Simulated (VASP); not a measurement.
# Mg (Im-3m) in VASP: a series of runs, part 2 of 2

VASP 6.6.1. The steps go on from the part before.

## Step 4: Density of states, BLYP+D4

This run uses another cell than the first one: it holds 2 atoms, not 1.

Mg.cif

```cif
data_Mg
_cell_length_a 3.54552899
_cell_length_b 3.54552899
_cell_length_c 3.54552899
_cell_angle_alpha 90.00000000
_cell_angle_beta 90.00000000
_cell_angle_gamma 90.00000000
_space_group_name_H-M_alt 'Im-3m'
_space_group_name_Hall '-I 4 2 3'
_space_group_IT_number 229
loop_
_space_group_symop_operation_xyz
'x,y,z'
'-x,-y,-z'
'-y,x,z'
'y,-x,-z'
'-x,-y,z'
'x,y,-z'
'y,-x,z'
'-y,x,-z'
'x,-y,-z'
'-x,y,z'
'-y,-x,-z'
'y,x,z'
'-x,y,-z'
'x,-y,z'
'y,x,-z'
'-y,-x,z'
'z,x,y'
'-z,-x,-y'
'z,-y,x'
'-z,y,-x'
'z,-x,-y'
'-z,x,y'
'z,y,-x'
'-z,-y,x'
'-z,x,-y'
'z,-x,y'
'-z,-y,-x'
'z,y,x'
'-z,-x,y'
'z,x,-y'
'-z,y,x'
'z,-y,-x'
'y,z,x'
'-y,-z,-x'
'x,z,-y'
'-x,-z,y'
'-y,z,-x'
'y,-z,x'
'-x,z,y'
'x,-z,-y'
'-y,-z,x'
'y,z,-x'
'-x,-z,-y'
'x,z,y'
'y,-z,-x'
'-y,z,x'
'x,-z,y'
'-x,z,-y'
'x+1/2,y+1/2,z+1/2'
'-x+1/2,-y+1/2,-z+1/2'
'-y+1/2,x+1/2,z+1/2'
'y+1/2,-x+1/2,-z+1/2'
'-x+1/2,-y+1/2,z+1/2'
'x+1/2,y+1/2,-z+1/2'
'y+1/2,-x+1/2,z+1/2'
'-y+1/2,x+1/2,-z+1/2'
'x+1/2,-y+1/2,-z+1/2'
'-x+1/2,y+1/2,z+1/2'
'-y+1/2,-x+1/2,-z+1/2'
'y+1/2,x+1/2,z+1/2'
'-x+1/2,y+1/2,-z+1/2'
'x+1/2,-y+1/2,z+1/2'
'y+1/2,x+1/2,-z+1/2'
'-y+1/2,-x+1/2,z+1/2'
'z+1/2,x+1/2,y+1/2'
'-z+1/2,-x+1/2,-y+1/2'
'z+1/2,-y+1/2,x+1/2'
'-z+1/2,y+1/2,-x+1/2'
'z+1/2,-x+1/2,-y+1/2'
'-z+1/2,x+1/2,y+1/2'
'z+1/2,y+1/2,-x+1/2'
'-z+1/2,-y+1/2,x+1/2'
'-z+1/2,x+1/2,-y+1/2'
'z+1/2,-x+1/2,y+1/2'
'-z+1/2,-y+1/2,-x+1/2'
'z+1/2,y+1/2,x+1/2'
'-z+1/2,-x+1/2,y+1/2'
'z+1/2,x+1/2,-y+1/2'
'-z+1/2,y+1/2,x+1/2'
'z+1/2,-y+1/2,-x+1/2'
'y+1/2,z+1/2,x+1/2'
'-y+1/2,-z+1/2,-x+1/2'
'x+1/2,z+1/2,-y+1/2'
'-x+1/2,-z+1/2,y+1/2'
'-y+1/2,z+1/2,-x+1/2'
'y+1/2,-z+1/2,x+1/2'
'-x+1/2,z+1/2,y+1/2'
'x+1/2,-z+1/2,-y+1/2'
'-y+1/2,-z+1/2,x+1/2'
'y+1/2,z+1/2,-x+1/2'
'-x+1/2,-z+1/2,-y+1/2'
'x+1/2,z+1/2,y+1/2'
'y+1/2,-z+1/2,-x+1/2'
'-y+1/2,z+1/2,x+1/2'
'x+1/2,-z+1/2,y+1/2'
'-x+1/2,z+1/2,-y+1/2'
loop_
_atom_site_label
_atom_site_type_symbol
_atom_site_symmetry_multiplicity
_atom_site_Wyckoff_symbol
_atom_site_fract_x
_atom_site_fract_y
_atom_site_fract_z
_atom_site_occupancy
Mg1 Mg 2 a 0.0000000000 0.0000000000 0.0000000000 1
```

POSCAR

```
Mg
 1.0000000000000000
     3.5455289900000002    0.0000000000000000    0.0000000000000000
     0.0000000000000000    3.5455289900000002    0.0000000000000000
     0.0000000000000000    0.0000000000000000    3.5455289900000002
 Mg 
   2
Cartesian
  0.0000000000000000  0.0000000000000000  0.0000000000000000
  1.7727644950000001  1.7727644950000001  1.7727644950000001
```

INCAR.step1

```
SYSTEM = Mg
AGGAC = 1.0
AGGAX = 1.0
ALDAC = 0.0
ALDAX = 1.0
ALGO = Normal
EDIFF = 1E-7
ENCUT = 250
GGA = B5
ISIF = 2
ISMEAR = 1
IVDW = 13
LASPH = .True.
LCHARG = .True.
LREAL = .False.
LWAVE = .False.
NELM = 60
PREC = Normal
SIGMA = 0.2
VDW_A1 = 0.44488865
VDW_A2 = 4.0933009
VDW_S6 = 1.0
VDW_S8 = 2.34076671
```

KPOINTS.step1

```
k-points
0
Gamma
  8 8 8
  0 0 0
```

INCAR.step2

```
SYSTEM = Mg
AGGAC = 1.0
AGGAX = 1.0
ALDAC = 0.0
ALDAX = 1.0
ALGO = Normal
EDIFF = 1E-7
ENCUT = 250
GGA = B5
ICHARG = 11
ISIF = 2
ISMEAR = -5
IVDW = 13
LASPH = .True.
LCHARG = .False.
LORBIT = 11
LREAL = .False.
LWAVE = .False.
NEDOS = 2001
NELM = 60
PREC = Normal
SIGMA = 0.2
VDW_A1 = 0.44488865
VDW_A2 = 4.0933009
VDW_S6 = 1.0
VDW_S8 = 2.34076671
```

KPOINTS.step2

```
k-points
0
Gamma
  12 12 12
  0 0 0
```

Potentials or basis: VASP PAW PBE potentials, release 64 (Mg).

Command:

```sh
$ ase convert -i cif -o vasp Mg.cif POSCAR
$ cat potpaw_PBE.64/Mg/POTCAR > POTCAR
$ cp INCAR.step1 INCAR
$ cp KPOINTS.step1 KPOINTS
$ mpirun -np 1 vasp_std > vasp.out
$ cp INCAR.step2 INCAR
$ cp KPOINTS.step2 KPOINTS
$ mpirun -np 1 vasp_std > vasp.out
```

OUTCAR:

```text
SYSTEM = Mg
   EDIFF = 1E-7
   ENCUT = 250
   GGA = B5
   ICHARG = 11
   ISIF = 2
   ISMEAR = -5
   IVDW = 13
   LASPH = .True.
   LORBIT = 11
   LREAL = .False.
   NELM = 60
   PREC = Normal

 ion  position               nearest neighbor table
   1  0.000  0.000  0.000-   2 3.07   2 3.07   2 3.07   2 3.07   2 3.07   2 3.07   2 3.07   2 3.07

   2  0.500  0.500  0.500-   1 3.07   1 3.07   1 3.07   1 3.07   1 3.07   1 3.07   1 3.07   1 3.07

  LATTYP: Found a simple cubic cell.
 ALAT       =     3.5455289900

  Lattice vectors:

 A1 = (   3.5455289900,   0.0000000000,   0.0000000000)
 A2 = (   0.0000000000,   3.5455289900,   0.0000000000)
 A3 = (   0.0000000000,   0.0000000000,   3.5455289900)

Analysis of symmetry for initial positions (statically):
=====================================================================
 Subroutine PRICEL returns following result:

  LATTYP: Found a body centered cubic cell.
 ALAT       =     3.5455289900

  Lattice vectors:

 A1 = (   1.7727644950,   1.7727644950,  -1.7727644950)
 A2 = (  -1.7727644950,   1.7727644950,   1.7727644950)
 A3 = (   1.7727644950,  -1.7727644950,   1.7727644950)

   2 primitive cells build up your supercell.

 Routine SETGRP: Setting up the symmetry group for a
 simple cubic supercell.

 Subroutine GETGRP returns: Found 48 space group operations
 (whereof 48 operations were pure point group operations)
 out of a pool of 48 trial point group operations.

The static configuration has the point symmetry O_h .

Analysis of symmetry for dynamics (positions and initial velocities):
=====================================================================
 Subroutine PRICEL returns following result:

  LATTYP: Found a body centered cubic cell.
 ALAT       =     3.5455289900

  Lattice vectors:

 A1 = (   1.7727644950,   1.7727644950,  -1.7727644950)
 A2 = (  -1.7727644950,   1.7727644950,   1.7727644950)
 A3 = (   1.7727644950,  -1.7727644950,   1.7727644950)

   2 primitive cells build up your supercell.

 Routine SETGRP: Setting up the symmetry group for a
 simple cubic supercell.

 Subroutine GETGRP returns: Found 48 space group operations
 (whereof 48 operations were pure point group operations)
 out of a pool of 48 trial point group operations.

The dynamic configuration has the point symmetry O_h .

 Subroutine INISYM returns: Found 48 space group operations
 (whereof 48 operations are pure point group operations),
 and found     2 'primitive' translations

----------------------------------------------------------------------------------------

                                     Primitive cell

  volume of cell :      22.2850

  direct lattice vectors                    reciprocal lattice vectors
     1.772764495  1.772764495 -1.772764495     0.282045360  0.282045360  0.000000000
    -1.772764495  1.772764495  1.772764495    -0.000000000  0.282045360  0.282045360
     1.772764495 -1.772764495  1.772764495     0.282045360  0.000000000  0.282045360

  length of vectors
     3.070518175  3.070518175  3.070518175     0.398872373  0.398872373  0.398872373

[... 40 lines left out ...]
  0.250000  0.000000  0.000000      6.000000
  0.333333  0.000000  0.000000      6.000000
  0.416667  0.000000  0.000000      6.000000
[... 42 lines left out ...]
  0.500000  0.500000  0.083333      6.000000
  0.166667  0.166667  0.166667      8.000000
 [... further k-points ...]
   k-points           NKPTS =     84   k-points in BZ     NKDIM =     84   number of bands    NBANDS=      6
   number of dos      NEDOS =   2001   number of ions     NIONS =      2
   total plane-waves  NPLWV =   2744
   dimension x,y,z NGX =    14 NGY =   14 NGZ =   14
   dimension x,y,z NGXF=    28 NGYF=   28 NGZF=   28
   ions per type =               2
   NGX,Y,Z   is equivalent  to a cutoff of   6.56,  6.56,  6.56 a.u.
   NGXF,Y,Z  is equivalent  to a cutoff of  13.13, 13.13, 13.13 a.u.
 SYSTEM =  Mg
   PREC   = normal    normal or accurate (medium, high low for compatibility)
   ISTART =      0    job   : 0-new  1-cont  2-samecut
   ICHARG =     11    charge: 1-file 2-atom 10-const
   ISPIN  =      1    spin polarized calculation?
   LNONCOLLINEAR =      F non collinear calculations
   LSORBIT =      F    spin-orbit coupling
   LASPH  =      T    aspherical Exc in radial PAW
   ENCUT  =  250.0 eV  18.37 Ry    4.29 a.u.   4.57  4.57  4.57*2*pi/ulx,y,z
   NELM   =     60;   NELMIN=  2; NELMDL=  0     # of ELM steps
   EDIFF  = 0.1E-06   stopping-criterion for ELM
   LREAL  =      F    real-space projection
   EDIFFG = 0.1E-05   stopping-criterion for IOM
   NSW    =      0    number of steps for IOM
   IBRION =     -1    ionic relax: 0-MD 1-quasi-New 2-CG
   NFREE  =      0    steps in history (QN), initial steepest desc. (CG)
   ISIF   =      2    stress and relaxation
   ISYM   =      2    0-nonsym 1-usesym 2-fastsym
   POTIM  = 0.5000    time-step for ionic-motion
   TEBEG  =    0.0;   TEEND  =   0.0 temperature during run
   PSTRESS=    0.0 pullay stress
   NELECT =       4.0000    total number of electrons
   NUPDOWN=      -1.0000    fix difference up-down
   EMIN   =  10.00;   EMAX   =-10.00  energy-range for DOS
   EFERMI =   0.00;   METHOD = LEGACY
   ISMEAR =    -5;   SIGMA  =   0.20  broadening in eV -4-tet -1-fermi 0-gaus
   EFERMI_NEDOS =   21; number of points for ismear=-14 and -15
   IALGO  =     38    algorithm
   IMIX   =      4    mixing-type and parameters
     AMIX     =   0.40;   BMIX     =  1.00
     AMIX_MAG =   1.60;   BMIX_MAG =  1.00
  volume/ion in A,a.u.               =      22.29       150.39
  Fermi-wavevector in a.u.,A,eV,Ry     =   0.732960  1.385094  7.309469  0.537231
  Thomas-Fermi vector in A             =   1.825552
   LORBIT       =     11    0 simple, 1 ext, 2 COOP (PROOUT), +10 PAW based schemes
   GGA     = B5    functional components
   LHFCALC =     F    Hartree Fock is set to
   AEXX    =    0.0000 exact exchange contribution
   IVDW    =    13    specifies the selected vdW correction
   LEPSILON=     F    determine dielectric tensor
   LRPA    =     F    only Hartree local field effects (RPA)
 non-spin polarized calculation
 Fermi weights with tetrahedron method with Bloechl corrections
  energy-cutoff  :      250.00
  volume of cell :       44.57
 maximum number of plane-waves:       432

 number of electron       4.0000000 magnetization

 Free energy of the ion-electron system (eV)
  ---------------------------------------------------
  ext. energy  EPLUGINS =         0.00000000
  ---------------------------------------------------
  free energy    TOTEN  =        -1.40788332 eV

  energy without entropy =       -1.40788332  energy(sigma->0) =       -1.40788332

 E-fermi :   3.3232     XC(G=0):  -8.1543

 val. band max:        3.5889720304   @ k =   0.3333   0.3333   0.3333
 cond. band min:       3.0119328765   @ k =   0.5000   0.5000   0.2500
 fundamental gap:     -0.5770391540
 Fermi energy:         3.3232373004

 k-point     1 :       0.0000    0.0000    0.0000
  band No.  band energies     occupation
      1      -3.8157      2.00000
      2       7.1556      0.00000
      3       7.1556      0.00000
      4       7.1556      0.00000
      5       7.3795      0.00000
      6       7.3795      0.00000
[... 343 lines left out ...]
 k-point    40 :       0.2500    0.2500    0.0833
  band No.  band energies     occupation
      1      -2.2434      2.00000
      2       3.2143      1.80769
      3       3.8016     -0.00500
      4       7.2823      0.00000
      5       9.0280      0.00000
      6      11.1393      0.00000

 [... further k-points ...]

------------------------ aborting loop because EDIFF is reached ----------------------------------------

  DFT-D4 for vdW energy calculation

  Edisp (eV):   -0.63213

  FORCE on cell =-STRESS in cart. coord.  units (eV):
  Direction    XX          YY          ZZ          XY          YZ          ZX
  --------------------------------------------------------------------------------------
  -------------------------------------------------------------------------------------
  Total      -0.17669    -0.17669    -0.17669    -0.00000    -0.00000     0.00000
  in kB      -6.35142    -6.35142    -6.35142    -0.00000    -0.00000     0.00000
  external pressure =       -6.35 kB  Pullay stress =        0.00 kB

 VOLUME and BASIS-vectors are now :
 -----------------------------------------------------------------------------
  energy-cutoff  :      250.00
  volume of cell :       44.57
      direct lattice vectors                 reciprocal lattice vectors
     3.545528990  0.000000000  0.000000000     0.282045360  0.000000000  0.000000000
     0.000000000  3.545528990  0.000000000     0.000000000  0.282045360  0.000000000
     0.000000000  0.000000000  3.545528990     0.000000000  0.000000000  0.282045360

 POSITION                                       TOTAL-FORCE (eV/Angst)
 -----------------------------------------------------------------------------------
      0.00000      0.00000      0.00000         0.000000      0.000000      0.000000
      1.77276      1.77276      1.77276         0.000000      0.000000      0.000000
 -----------------------------------------------------------------------------------
    total drift:                               -0.000000     -0.000000     -0.000000

  FREE ENERGIE OF THE ION-ELECTRON SYSTEM (eV)
  ---------------------------------------------------
  free  energy   TOTEN  =        -2.0400117607 eV

  energy  without entropy=       -2.0400117607  energy(sigma->0) =       -2.04001176

 total charge

# of ion       s       p       d       tot
------------------------------------------
    1        0.222   0.134   0.013   0.368
    2        0.222   0.134   0.013   0.368
--------------------------------------------------
tot          0.443   0.268   0.026   0.737
```

It took 13 s on 1 thread of Intel Xeon 6975P-C (Granite Rapids), shared host; peak memory 0.1 GiB.

The run converged, but some of its settings lie outside the range that counts as converged, so its numbers aren't taken as properties of the crystal.

Results:

```
Valence electrons inside the program's atomic spheres : Mg 0.37
Dispersion energy per atom                            : -0.316 eV
```

Caveat: the PAW data sets were made with another functional, which shifts forces and pressure a little; pairwise dispersion overbinds metals, which lowers pressure and volume; tetrahedron occupations give inexact forces and stress in metals.

## Step 5: For comparison

An earlier run on the cell as given: functional PBE; potentials or basis VASP PAW PBE potentials, release 64 (Mg); cutoff 520 eV; k mesh 11 × 11 × 11; occupations fermi-dirac, width 0.05 eV; no spin polarisation.

* Pressure: 0.8 GPa
* Band gap on the k mesh: none (metal or under the smearing width)

## Step 6: Overview

| task | level | potentials or basis | k mesh | smearing | grid for exact exchange (PRECFOCK) | exchange at q = 0 | mesh quality | gap on the mesh (eV) | pressure (GPa) |
| --- | --- | --- | --- | --- | --- | --- | --- | --- | --- |
| optical spectrum | B3LYP+D3 | VASP PAW PBE potentials, release 64 (Mg_pv) | 6 × 6 × 6 | gaussian 0.01 eV | Fast | truncated | coarse | none | -0.1 |
| equation of state | PBEsol+D3(BJ) | VASP PAW PBE potentials, release 64 (Mg) | 11 × 11 × 11 | fermi-dirac 0.05 eV | - | - | not flagged | - | - |
| single point | PBE | VASP PAW PBE potentials, release 64 (Mg) | 11 × 11 × 11 | fermi-dirac 0.05 eV | - | - | not flagged | none | 0.8 |

Alike in all rows: no spin polarisation; cell as given; cutoff (eV) 520.

Caveats: some runs use coarse meshes; the PAW data sets were made with another functional, which shifts forces and pressure a little (some runs); spectra need much finer meshes, so this one isn't converged (some runs); these spectra lack excitons (some runs); the intraband (Drude) part of a metal's response may be missing (some runs); pairwise dispersion overbinds metals, which lowers pressure and volume (some runs).

Total energies depend on the potentials used, so only differences within one code and one set of settings carry meaning.
